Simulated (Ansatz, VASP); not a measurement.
**Pd in VASP and in Ansatz**

Contents of INCAR:

```
ALGO = Normal
EDIFF = 1E-7
ENCUT = 520
GGA = PE
ISIF = 2
ISMEAR = -1
LASPH = T
LCHARG = T
LELF = T
LREAL = F
LVHAR = T
LWAVE = F
NBANDS = 11
NELM = 100
PREC = Accurate
SIGMA = 0.08
```

Contents of KPOINTS:

```
k-points
0
Gamma
  15 15 15
```

File POSCAR:

```
Pd
1.0
    2.1422274251      0.0000000000      0.0000000000
    0.0000000000      2.1422274251      0.0000000000
    0.0000000000      0.0000000000      2.1422274251
Pd
1
Direct
    0.0000000000      0.0000000000      0.0000000000
```

Input for Ansatz:

```yaml
crystal:
  lattice:
    - [2.1422274251, 0.0, 0.0]
    - [0.0, 2.1422274251, 0.0]
    - [0.0, 0.0, 2.1422274251]
  atoms:
    - { symbol: Pd, position: [0.0, 0.0, 0.0] }
kpoints:
  mp_grid: { grid: [15, 15, 15] }
scf:
  occupations: { method: fermi_dirac, width: 0.08 }
hamiltonian:
  xc: pbe
  pseudopotentials: { kind: all_electron, lapw: { basis_error: 0.001 } }
output:
  forces: true
  stress: true
  eigenvalues: true
  populations: true
```

Change from the starting cell: volume scaled by 0.55, LAPW.

Alike in both runs: task single point; functional PBE; k mesh 15 × 15 × 15; occupations fermi-dirac, width 0.08 eV; no spin polarisation.

|  | VASP | Ansatz |
| --- | --- | --- |
| version | VASP 6.6.1 | Ansatz 0.2.0 |
| potentials or method | VASP PAW PBE potentials, release 64 (Pd) | all-electron LAPW, scalar-relativistic |
| plane-wave cutoff (eV) | 520 | see its input |

|  | VASP | Ansatz | Ansatz less VASP |
| --- | --- | --- | --- |
| pressure (GPa) | 333.4 | 344.5 | +11.15 |

Ansatz ran all-electron here, so the differences hold the error of VASP's frozen core and of both bases.

Caveats: the cell as given lies far from equilibrium; so large a pressure means that the cell lies far from this level's equilibrium, or that cutoff or potentials fall short (VASP).
